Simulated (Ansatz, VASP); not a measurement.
Two plane-wave programs on Tc

```
CELL_PARAMETERS angstrom
2.72161 0.00000 0.00000
-1.36081 2.35698 0.00000
0.00000 0.00000 4.36848
ATOMIC_POSITIONS crystal
Tc 0.66667 0.33333 0.75000
Tc 0.33333 0.66667 0.25000
```

Change from the starting cell: volume scaled by 0.98.

Alike in both runs: task single point; functional PBE; k mesh 11 × 11 × 6; occupations fermi-dirac, width 0.05 eV; no spin polarisation.

|  | VASP | Ansatz |
| --- | --- | --- |
| version | VASP 6.6.1 | Ansatz 0.2.0 |
| potentials or method | VASP PAW PBE potentials, release 64 (Tc_pv) | Ansatz PAW earlier set |
| plane-wave cutoff (eV) | 520 | 500 |
| valence electrons in the cell | 26 | 30 |

Ansatz gave:

- gap on the k mesh at the Fermi level (eV): none
- pressure (GPa): 9.5

Question: What did VASP give for the same quantities?

Answer: gap on the k mesh at the Fermi level (eV): none; pressure (GPa): 8.8.

A gap of «none» marks a metal or a gap that the smearing closes. The two sets of potentials don't hold the same shells in valence.
